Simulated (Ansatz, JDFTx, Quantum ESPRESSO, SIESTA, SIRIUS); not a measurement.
# NaF: programs and potentials compared

```
Na F
1.0
     0.00000    2.32000    2.32000
     2.32000    0.00000    2.32000
     2.32000    2.32000    0.00000
Na F
1 1
Cartesian
  0.0000 0.0000 0.0000
  2.3200 2.3200 2.3200
```

Alike in all runs: task equation of state; functional PBEsol; k mesh 10 × 10 × 10; occupations fermi-dirac, width 0.05 eV; no spin polarisation; no spin-orbit coupling.

```csv
program and potentials,plane-wave cutoff (eV),notes,equilibrium volume (Å³/atom),bulk modulus (GPa)
"SIRIUS, all-electron FP-LAPW, apw+lo standard",-,-,?,?
"SIESTA, files PseudoDojo sr-pbesol-0.4.1-standard, DZP (energy shift 0.003 Ry; two zetas on semicore shells)",-,atomic basis,12.30,51.4
"Quantum ESPRESSO, PseudoDojo 0.4.1 SR PBEsol standard",1197,-,12.39,48.5
"JDFTx, PseudoDojo-SR-PBEsol-0.4.1-standard with smoothed tails",1197,-,12.39,48.5
"Ansatz, all-electron LAPW, scalar-relativistic",-,-,12.40,48.5
```

**Question.** Estimate from the other rows what the run with SIRIUS, all-electron FP-LAPW, apw+lo standard gave.

**Answer.** Equilibrium volume 12.39 Å³/atom; bulk modulus 49.0 GPa. The other rows, which needn't bracket it: equilibrium volume 12.30 to 12.40; bulk modulus 48.5 to 51.4.
